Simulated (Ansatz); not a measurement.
# Li: response to strain

Aim: deform Li (zz strain of -3 %) and compute stress, forces and field gradients with LAPW, PAW and all-electron datasets made for the crystal.

Method: DFT PBE, scalar-relativistic, in Ansatz 0.2.0.

### 1 The structure to begin with

The structure is hexagonal, space group P6_3/mmc (No. 194). The conventional cell has a = 3.111 Å, b = 3.111 Å, c = 5.093 Å, α = 90.00°, β = 90.00°, γ = 120.00°. Li (site symmetry -6m2) is surrounded by 12 Li at 3.11 to 3.12 Å.

As a file:

```xyz
2
Lattice="3.1110 0.0000 0.0000 -1.5555 2.6942 0.0000 0.0000 0.0000 5.0930" Properties=species:S:1:pos:R:3 pbc="T T T"
Li    0.0000    1.7961    1.2733
Li    1.5555    0.8981    3.8198
```

Atoms are numbered in the order of the input: Li1, Li2.

### 2 After the deformation

Space group P6_3/mmc before, P6_3/mmc after.

### 3 Full-potential LAPW

input.yaml

```yaml
crystal:
  lattice:
    - [3.1110021516, 0.0, 0.0]
    - [-1.5555010758, 2.6942068945, 0.0]
    - [0.0, 0.0, 4.94021]
  atoms:
    - { symbol: Li, position: [0.3333333333, 0.6666666667, 0.25] }
    - { symbol: Li, position: [0.6666666667, 0.3333333333, 0.75] }
kpoints:
  mp_grid: { grid: [15, 15, 8] }
  band_path:
    path:
      - [0.0, 0.0, 0.0]
      - [0.5, 0.0, 0.0]
      - [0.3333333333, 0.3333333333, 0.0]
      - [0.0, 0.0, 0.0]
      - [0.0, 0.0, 0.5]
      - [0.5, 0.0, 0.5]
      - [0.3333333333, 0.3333333333, 0.5]
      - [0.0, 0.0, 0.5]
      - [0.5, 0.0, 0.5]
    npoints: 5
scf:
  occupations: { method: fermi_dirac, width: 0.08 }
hamiltonian:
  xc: pbe
  pseudopotentials: { kind: all_electron, lapw: { basis_error: 0.0005 } }
output:
  forces: true
  stress: true
  eigenvalues: true
```

On the command line:

```sh
$ ansatz run input.yaml --threads 1 --pin off --max-ram 3072MiB --backend cpu --events-out ev --progress --plain --runs-dir out
```

### 4 Frozen-core PAW

input.yaml

```yaml
crystal:
  lattice:
    - [3.1110021516, 0.0, 0.0]
    - [-1.5555010758, 2.6942068945, 0.0]
    - [0.0, 0.0, 4.94021]
  atoms:
    - { symbol: Li, position: [0.3333333333, 0.6666666667, 0.25] }
    - { symbol: Li, position: [0.6666666667, 0.3333333333, 0.75] }
kpoints:
  mp_grid: { grid: [15, 15, 8] }
scf:
  occupations: { method: fermi_dirac, width: 0.08 }
hamiltonian:
  xc: pbe
  pseudopotentials: { kind: paw }
output:
  forces: true
  stress: true
  eigenvalues: true
  efg: { contact_densities: true }
  write_density: true
  write_potential: true
  elf: true
  volumetric_format: npy
```

### 5 All-electron PAW on datasets made for the crystal

input.yaml, as its differences from that of step 4:

```diff
@@ -14,3 +14,3 @@
   xc: pbe
-  pseudopotentials: { kind: paw }
+  pseudopotentials: { kind: all_electron, datasets: crystal }
 output:
@@ -20,5 +20 @@
   efg: { contact_densities: true }
-  write_density: true
-  write_potential: true
-  elf: true
-  volumetric_format: npy
```

(Steps that only read results are left out.)

Before running it: what results should come out? Wanted: pressure; largest shear or deviatoric stress.

**Answer**, as computed:

```
                                 quantity                                              value
                                 pressure  LAPW -0.29, PAW -0.30, crystal datasets -0.30 GPa
largest shear or deviatoric stress (LAPW)                                           0.35 GPa
```

In words: The largest part of the stress beyond the pressure is 0.35 GPa in size, in the zz component; the atoms are carried along and not relaxed. No run of the undeformed cell stands beside it, so the pressure holds what the given cell had before the change. PAW: stress within 0.01 GPa of LAPW. Crystal datasets: stress within 0.01 GPa of LAPW.
